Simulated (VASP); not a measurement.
# Ce (Fm-3m) in VASP: further runs

The runs below take Ce through single point, with r2SCAN.

Program: VASP 6.6.1. These are calculated values, not measurements. Logs are shortened: lines on timing, memory, paths and dates and some standing lists are left out, and cuts for length are marked.

### Step 1. The cell of the first run

Symmetry: Fm-3m, No. 225, cubic system. Conventional cell: a = 4.669 Å, b = 4.669 Å, c = 4.669 Å, α = 90.00°, β = 90.00°, γ = 90.00°. Ce (site symmetry m-3m) has 12 Ce at 3.30 Å as nearest neighbours.

### Step 2. Single point, r2SCAN, collinear spin, typed start

The input, POSCAR:

```
Ce
1.0
    0.0000000000      2.3345380713      2.3345380713
    2.3345380713      0.0000000000      2.3345380713
    2.3345380713      2.3345380713      0.0000000000
Ce
1
Direct
    0.0000000000      0.0000000000      0.0000000000
```

The input, INCAR.step1:

```
PREC     = Accurate       # precision mode
ENCUT    = 520            # plane-wave cutoff, eV
ISMEAR   = -1             # smearing method
SIGMA    = 0.05           # smearing width, eV
LREAL    = False          # projectors in reciprocal space
LASPH    = True           # aspherical terms in the spheres
NELM     = 150            # most SCF steps
ISPIN    = 2              # spin polarisation
MAGMOM   = 1              # initial moments
LMAXMIX  = 6              # l up to which the mixer works
NBANDS   = 16             # bands
GGA      = PE             # functional
ALGO     = Normal         # electronic algorithm
EDIFF    = 1E-4           # SCF threshold, eV
LWAVE    = True           # write WAVECAR
LCHARG   = False          # write CHGCAR
```

The input, INCAR.step2:

```
PREC     = Accurate       # precision mode
ENCUT    = 520            # plane-wave cutoff, eV
EDIFF    = 1E-7           # SCF threshold, eV
ISMEAR   = -1             # smearing method
SIGMA    = 0.05           # smearing width, eV
LREAL    = False          # projectors in reciprocal space
LASPH    = True           # aspherical terms in the spheres
NELM     = 150            # most SCF steps
ALGO     = Normal         # electronic algorithm
ISIF     = 2              # what is computed and relaxed
LWAVE    = False          # write WAVECAR
LCHARG   = False          # write CHGCAR
ISPIN    = 2              # spin polarisation
MAGMOM   = 1              # initial moments
LORBIT   = 11             # projections on sites
LMAXMIX  = 6              # l up to which the mixer works
METAGGA  = R2SCAN         # meta-GGA
LMIXTAU  = True         
NBANDS   = 16             # bands
ISTART   = 1
```

The input, KPOINTS:

```
Automatic mesh
0
Gamma
  11 11 11
```

Potentials or basis: VASP PAW PBE potentials, release 64 (Ce).

Launch:

```bash
$ cat potpaw_PBE.64/Ce/POTCAR > POTCAR
$ cp INCAR.step1 INCAR
$ mpirun -np 1 vasp_std > vasp.out
$ cp INCAR.step2 INCAR
$ mpirun -np 1 vasp_std > vasp.out
```

OUTCAR:

```text
PREC = Accurate
   ENCUT = 520
   EDIFF = 1E-7
   ISMEAR = -1
   LREAL = False
   LASPH = True
   NELM = 150
   ISIF = 2
   ISPIN = 2
   LORBIT = 11
   METAGGA = R2SCAN
   ISTART = 1

 ion  position               nearest neighbor table
   1  0.000  0.000  0.000-

  LATTYP: Found a face centered cubic cell.
 ALAT       =     4.6690761426

  Lattice vectors:

 A1 = (   0.0000000000,   2.3345380713,   2.3345380713)
 A2 = (   2.3345380713,   0.0000000000,   2.3345380713)
 A3 = (   2.3345380713,   2.3345380713,   0.0000000000)

Analysis of symmetry for initial positions (statically):
=====================================================================
 Subroutine PRICEL returns:
 Original cell was already a primitive cell.

 Routine SETGRP: Setting up the symmetry group for a
 face centered cubic supercell.

 Subroutine GETGRP returns: Found 48 space group operations
 (whereof 48 operations were pure point group operations)
 out of a pool of 48 trial point group operations.

The static configuration has the point symmetry O_h .

Analysis of symmetry for dynamics (positions and initial velocities):
=====================================================================
 Subroutine PRICEL returns:
 Original cell was already a primitive cell.

 Routine SETGRP: Setting up the symmetry group for a
 face centered cubic supercell.

 Subroutine GETGRP returns: Found 48 space group operations
 (whereof 48 operations were pure point group operations)
 out of a pool of 48 trial point group operations.

The dynamic configuration has the point symmetry O_h .

Analysis of structural, dynamic, and magnetic symmetry:
=====================================================================
 Subroutine PRICEL returns:
 Original cell was already a primitive cell.

 Routine SETGRP: Setting up the symmetry group for a
 face centered cubic supercell.

 Subroutine GETGRP returns: Found 48 space group operations
 (whereof 48 operations were pure point group operations)
 out of a pool of 48 trial point group operations.

The overall configuration has the point symmetry O_h .

 Subroutine INISYM returns: Found 48 space group operations
 (whereof 48 operations are pure point group operations),
 and found     1 'primitive' translations

----------------------------------------------------------------------------------------

                                     Primitive cell

  volume of cell :      25.4468

  direct lattice vectors                    reciprocal lattice vectors
     0.000000000  2.334538071  2.334538071    -0.214175132  0.214175132  0.214175132
     2.334538071  0.000000000  2.334538071     0.214175132 -0.214175132  0.214175132
     2.334538071  2.334538071  0.000000000     0.214175132  0.214175132 -0.214175132

  length of vectors
     3.301535402  3.301535402  3.301535402     0.370962211  0.370962211  0.370962211

  position of ions in fractional coordinates (direct lattice)
     0.000000000  0.000000000  0.000000000

  ion indices of the primitive-cell ions
   primitive index   ion index
                 1           1

----------------------------------------------------------------------------------------

 KPOINTS: Automatic mesh

Automatic generation of k-mesh.
 Grid dimensions read from file:
 generate k-points for:   11   11   11

 Generating k-lattice:

  Cartesian coordinates                     Fractional coordinates (reciprocal lattice)
    -0.019470467  0.019470467  0.019470467     0.090909091  0.000000000  0.000000000
     0.019470467 -0.019470467  0.019470467     0.000000000  0.090909091  0.000000000
     0.019470467  0.019470467 -0.019470467     0.000000000  0.000000000  0.090909091

  Length of vectors
     0.033723837  0.033723837  0.033723837

  Shift w.r.t. Gamma in fractional coordinates (k-lattice)
     0.000000000  0.000000000  0.000000000

 Subroutine IBZKPT returns following result:
 ===========================================

 Found     56 irreducible k-points:

 Following reciprocal coordinates:
            Coordinates               Weight
  0.000000  0.000000  0.000000      1.000000
  0.090909  0.000000  0.000000      8.000000
  0.181818  0.000000  0.000000      8.000000
  0.272727  0.000000  0.000000      8.000000
  0.363636  0.000000  0.000000      8.000000
  0.454545  0.000000  0.000000      8.000000
[... 16 lines left out ...]
 -0.272727  0.181818  0.000000     24.000000
 -0.181818  0.181818  0.000000     12.000000
 [... further k-points ...]
   k-points           NKPTS =     56   k-points in BZ     NKDIM =     56   number of bands    NBANDS=     16
   number of dos      NEDOS =    301   number of ions     NIONS =      1
   total plane-waves  NPLWV =  21952
   dimension x,y,z NGX =    28 NGY =   28 NGZ =   28
   dimension x,y,z NGXF=    56 NGYF=   56 NGZF=   56
   ions per type =               1
   NGX,Y,Z   is equivalent  to a cutoff of  14.10, 14.10, 14.10 a.u.
   NGXF,Y,Z  is equivalent  to a cutoff of  28.20, 28.20, 28.20 a.u.
 SYSTEM =  unknown system
   PREC   = accura    normal or accurate (medium, high low for compatibility)
   ISTART =      1    job   : 0-new  1-cont  2-samecut
   ICHARG =      0    charge: 1-file 2-atom 10-const
   ISPIN  =      2    spin polarized calculation?
   LNONCOLLINEAR =      F non collinear calculations
   LSORBIT =      F    spin-orbit coupling
   LASPH  =      T    aspherical Exc in radial PAW
   ENCUT  =  520.0 eV  38.22 Ry    6.18 a.u.   6.14  6.14  6.14*2*pi/ulx,y,z
   NELM   =    150;   NELMIN=  2; NELMDL=  0     # of ELM steps
   EDIFF  = 0.1E-06   stopping-criterion for ELM
   LREAL  =      F    real-space projection
   EDIFFG = 0.1E-05   stopping-criterion for IOM
   NSW    =      0    number of steps for IOM
   IBRION =     -1    ionic relax: 0-MD 1-quasi-New 2-CG
   NFREE  =      0    steps in history (QN), initial steepest desc. (CG)
   ISIF   =      2    stress and relaxation
   ISYM   =      2    0-nonsym 1-usesym 2-fastsym
   POTIM  = 0.5000    time-step for ionic-motion
   TEBEG  =    0.0;   TEEND  =   0.0 temperature during run
   PSTRESS=    0.0 pullay stress
   NELECT =      12.0000    total number of electrons
   NUPDOWN=      -1.0000    fix difference up-down
   EMIN   =  10.00;   EMAX   =-10.00  energy-range for DOS
   EFERMI =   0.00;   METHOD = LEGACY
   ISMEAR =    -1;   SIGMA  =   0.05  broadening in eV -4-tet -1-fermi 0-gaus
   EFERMI_NEDOS =   21; number of points for ismear=-14 and -15
   IALGO  =     38    algorithm
   IMIX   =      4    mixing-type and parameters
     AMIX     =   0.40;   BMIX     =  1.00
     AMIX_MAG =   1.60;   BMIX_MAG =  1.00
  volume/ion in A,a.u.               =      25.45       171.72
  Fermi-wavevector in a.u.,A,eV,Ry     =   1.274259  2.408000 22.092260  1.623735
  Thomas-Fermi vector in A             =   2.407037
   LORBIT       =     11    0 simple, 1 ext, 2 COOP (PROOUT), +10 PAW based schemes
   METAGGA = R2SCAN    functional components
   LHFCALC =     F    Hartree Fock is set to
   AEXX    =    0.0000 exact exchange contribution
   IVDW    =     0    specifies the selected vdW correction
   LEPSILON=     F    determine dielectric tensor
   LRPA    =     F    only Hartree local field effects (RPA)
 spin polarized calculation
  energy-cutoff  :      520.00
  volume of cell :       25.45
 maximum number of plane-waves:       701
 NGX is ok and might be reduce to    28
   NGX = 13   NGY = 13   NGZ = 13

 number of electron      12.0000000 magnetization      -0.0000005

 number of electron      12.0000000 magnetization       0.0000003

 Free energy of the ion-electron system (eV)
  ---------------------------------------------------
  ext. energy  EPLUGINS =         0.00000000
  ---------------------------------------------------
  free energy    TOTEN  =       -30.84212637 eV

  energy without entropy =      -30.83071975  energy(sigma->0) =      -30.83642306

 E-fermi :  10.0159     XC(G=0): -12.3430

 val. band max:        9.9984827274   @ k =  -0.2727   0.2727   0.0000
 cond. band min:      10.0343622069   @ k =  -0.1818   0.2727   0.0909
 fundamental gap:      0.0358794795
 Fermi energy:        10.0158673418

 spin component 1

 k-point     1 :       0.0000    0.0000    0.0000
  band No.  band energies     occupation
      1     -26.1794      1.00000
      2      -6.6451      1.00000
      3      -6.6451      1.00000
      4      -6.6450      1.00000
      5       7.2195      1.00000
      6       9.6540      0.99928
[... 8 lines left out ...]
     15      11.8130      0.00000
     16      15.4774      0.00000

 k-point     2 :       0.0909    0.0000    0.0000
  band No.  band energies     occupation
      1     -26.1315      1.00000
      2      -6.9567      1.00000
      3      -6.6786      1.00000
      4      -6.6786      1.00000
      5       7.6144      1.00000
      6       9.5454      0.99992
[... 8 lines left out ...]
     15      12.1966      0.00000
     16      15.3219      0.00000
[... 387 lines left out ...]
      5       9.1898      1.00000
      6       9.5153      0.99996
[... 8 lines left out ...]
     15      13.2876      0.00000
     16      15.2898      0.00000

 k-point    24 :      -0.1818    0.1818    0.0000
  band No.  band energies     occupation
      1     -25.7619      1.00000
      2      -8.5430      1.00000
      3      -7.4697      1.00000
      4      -6.8369      1.00000
      5       9.3345      1.00000
      6       9.6481      0.99936
[... 8 lines left out ...]
     15      13.7414      0.00000
     16      14.0150      0.00000

 [... further k-points ...]

 spin component 2

 k-point     1 :       0.0000    0.0000    0.0000
  band No.  band energies     occupation
      1     -26.1794      1.00000
      2      -6.6450      1.00000
      3      -6.6450      1.00000
      4      -6.6450      1.00000
      5       7.2195      1.00000
      6       9.6540      0.99928
[... 8 lines left out ...]
     15      11.8130      0.00000
     16      15.4774      0.00000

 k-point     2 :       0.0909    0.0000    0.0000
  band No.  band energies     occupation
      1     -26.1315      1.00000
      2      -6.9566      1.00000
      3      -6.6786      1.00000
      4      -6.6786      1.00000
      5       7.6144      1.00000
      6       9.5454      0.99992
[... 8 lines left out ...]
     15      12.1966      0.00000
     16      15.3219      0.00000
[... 387 lines left out ...]
      5       9.1898      1.00000
      6       9.5153      0.99996
[... 8 lines left out ...]
     15      13.2876      0.00000
     16      15.2898      0.00000

 k-point    24 :      -0.1818    0.1818    0.0000
  band No.  band energies     occupation
      1     -25.7619      1.00000
      2      -8.5430      1.00000
      3      -7.4697      1.00000
      4      -6.8369      1.00000
      5       9.3345      1.00000
      6       9.6481      0.99936
[... 8 lines left out ...]
     15      13.7414      0.00000
     16      14.0150      0.00000

 [... further k-points ...]
[... 5 lines left out ...]
  --------------------------------------------------------------------------------------
  -------------------------------------------------------------------------------------
  Total       -0.0456291     -0.0456291     -0.0456291      0.0000000     -0.0000000      0.0000000
  in kB       -2.8728913     -2.8728913     -2.8728913      0.0000000     -0.0000000      0.0000000
  external PRESSURE =      -2.8728913 kB  Pullay stress =       0.0000000 kB

 VOLUME and BASIS-vectors are now :
 -----------------------------------------------------------------------------
  energy-cutoff  :      520.00
  volume of cell :       25.45
      direct lattice vectors                 reciprocal lattice vectors
     0.000000000  2.334538071  2.334538071    -0.214175132  0.214175132  0.214175132
     2.334538071  0.000000000  2.334538071     0.214175132 -0.214175132  0.214175132
     2.334538071  2.334538071  0.000000000     0.214175132  0.214175132 -0.214175132

 POSITION                                       TOTAL-FORCE (eV/Angst)
 -----------------------------------------------------------------------------------
      0.00000      0.00000      0.00000         0.000000     -0.000000     -0.000000
 -----------------------------------------------------------------------------------
    total drift:                                0.000000     -0.000000      0.000000

  FREE ENERGIE OF THE ION-ELECTRON SYSTEM (eV)
  ---------------------------------------------------
  free  energy   TOTEN  =       -30.8421263701 eV

  energy  without entropy=      -30.8307197513  energy(sigma->0) =      -30.83642306

 total charge

# of ion       s       p       d       f       tot
--------------------------------------------------
    1        2.135   5.583   1.333   0.989  10.039

 magnetization (x)

# of ion       s       p       d       f       tot
--------------------------------------------------
    1        0.000   0.000   0.000  -0.000   0.000
```

Wall time 4 min (1 thread of Intel Xeon Platinum 8259CL at 2.50GHz (Skylake/Cascade Lake), shared host); peak memory 0.22 GiB.

What came out:

- Free energy: -30.8421 eV
- Pressure: -0.3 GPa
- Band gap on the k mesh: none (metal or under the smearing width)
- Net moment: 0.00 μB per cell
- Valence electrons inside the program's atomic spheres: Ce 10.04

Caveat: the magnetic or orbital state may not be the lowest; the PAW data sets were made with another functional, which shifts forces and pressure a little; spin-orbit coupling is left out, which moves the levels of the heavy elements. The state reached can hang on the start; a lower one may exist.

### Step 3. Single point, r2SCAN, collinear spin, typed start (cell and atoms relaxed from 1.04 times the given volume)

The input, POSCAR:

```
Ce
1.0
    0.0000000000      2.3349833463      2.3349833463
    2.3349833463      0.0000000000      2.3349833463
    2.3349833463      2.3349833463      0.0000000000
Ce
1
Direct
    0.0000000000      0.0000000000      0.0000000000
```

The input, INCAR.step1:

```
SYSTEM = Ce
PREC     = Accurate       ! precision mode
ENCUT    = 520            ! plane-wave cutoff, eV
ISMEAR   = -1             ! smearing method
SIGMA    = 0.05           ! smearing width, eV
LREAL    = .False.        ! projectors in reciprocal space
LASPH    = .True.         ! aspherical terms in the spheres
NELM     = 150            ! most SCF steps
ISPIN    = 2              ! spin polarisation
MAGMOM   = 1              ! initial moments
LMAXMIX  = 6              ! l up to which the mixer works
NBANDS   = 16             ! bands
GGA      = PE             ! functional
ALGO     = Normal         ! electronic algorithm
EDIFF    = 1E-4           ! SCF threshold, eV
LWAVE    = .True.         ! write WAVECAR
LCHARG   = .False.        ! write CHGCAR
```

The input, INCAR.step2:

```
SYSTEM = Ce
PREC     = Accurate       ! precision mode
ENCUT    = 520            ! plane-wave cutoff, eV
EDIFF    = 1E-7           ! SCF threshold, eV
ISMEAR   = -1             ! smearing method
SIGMA    = 0.05           ! smearing width, eV
LREAL    = .False.        ! projectors in reciprocal space
LASPH    = .True.         ! aspherical terms in the spheres
NELM     = 150            ! most SCF steps
ALGO     = Normal         ! electronic algorithm
ISIF     = 2              ! what is computed and relaxed
LWAVE    = .False.        ! write WAVECAR
LCHARG   = .True.         ! write CHGCAR
ISPIN    = 2              ! spin polarisation
MAGMOM   = 1              ! initial moments
LORBIT   = 11             ! projections on sites
LMAXMIX  = 6              ! l up to which the mixer works
METAGGA  = R2SCAN         ! meta-GGA
LMIXTAU  = .True.       
LELF     = .True.         ! ELF
LVHAR    = .True.       
NBANDS   = 16             ! bands
ISTART   = 1
```

The input, KPOINTS:

```
Automatic mesh
0
Gamma
  11 11 11
  0 0 0
```

Potentials or basis: VASP PAW PBE potentials, release 64 (Ce).

Launch:

```bash
$ cat potpaw_PBE.64/Ce/POTCAR > POTCAR
$ cp INCAR.step1 INCAR
$ mpirun -np 1 vasp_std > vasp.out
$ cp INCAR.step2 INCAR
$ mpirun -np 1 vasp_std > vasp.out
```

Run time: 2.6 min. Hardware: 1 thread of Intel Xeon Platinum 8488C (Sapphire Rapids), shared host; peak memory 0.22 GiB.

It converged, with:

```yaml
Free_energy: -30.8421 eV
Pressure: -0.3 GPa
Band_gap_on_the_k_mesh: none (metal or under the smearing width)
Net_moment: 0.00 μB per cell
Valence_electrons_inside_the_program's_atomic_spheres: Ce 10.04
```

Levels at points of the mesh, in eV from the Fermi level:
Spin up:
| k point | band 2 | band 3 | band 4 | band 5 | band 6 | band 7 | band 8 | band 9 | band 10 | band 11 |
| --- | --- | --- | --- | --- | --- | --- | --- | --- | --- | --- |
| (0.00, 0.00, 0.00) | -16.66 | -16.66 | -16.66 | -2.80 | -0.36 | 0.43 | 0.43 | 0.43 | 1.42 | 1.42 |
Spin down:
```csv
k point,band 2,band 3,band 4,band 5,band 6,band 7,band 8,band 9,band 10,band 11
"(0.00, 0.00, 0.00)",-16.66,-16.66,-16.66,-2.80,-0.36,0.43,0.43,0.43,1.42,1.42
```

Caveat: the magnetic or orbital state may not be the lowest; the PAW data sets were made with another functional, which shifts forces and pressure a little; spin-orbit coupling is left out, which moves the levels of the heavy elements. The state reached can hang on the start; a lower one may exist.
